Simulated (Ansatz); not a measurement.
The system is Ni.

```
Ni
1.0
    -1.38372    1.38372    1.38372
     1.38372   -1.38372    1.38372
     1.38372    1.38372   -1.38372
Ni
1
Direct
  0.00000 0.00000 0.00000
```

This isn't the form of Ni at room conditions, which is fcc.

| Item | Value |
| --- | --- |
| Program | Ansatz 0.2.0 |
| Task | single point |
| Functional | PBEsol |
| Potentials or basis | Ansatz PAW |
| Cutoff | 420 eV (not typed: the program's choice for these potentials) |
| k mesh | 13 × 13 × 13 |
| Occupations | fermi-dirac, width 0.05 eV |
| Spin | collinear spin, ferromagnetic start |
| Starting moments | [1.0] μB |

On this cell: pressure -2.4 GPa; net moment 0.59 μB per cell; site moments Ni +0.62 μB; band gap on the k mesh none (metal or under the smearing width).

The same run follows on a disturbed copy (cell strained at random at fixed volume):

```
Ni
1.0
    -1.38853    1.36313    1.43177
     1.33108   -1.36244    1.37363
     1.41530    1.38921   -1.43108
Ni
1
Cartesian
  -0.0296 -0.0238 -0.0336
```

What does the disturbed cell give?

The energy (extrapolated to zero smearing) moves by +10.3 meV/atom; pressure -2.0 GPa; net moment 0.58 μB per cell; site moments Ni +0.61 μB; band gap on the k mesh none (metal or under the smearing width).

Stress tensor (GPa, compression positive):
```
-3.02 -3.00  6.87
-3.00 -2.24 -0.43
 6.87 -0.43 -0.81
```

Caveats: the PAW data sets come from PBE, with cores solved anew for the run's functional, which leaves a small shift of forces and pressure.
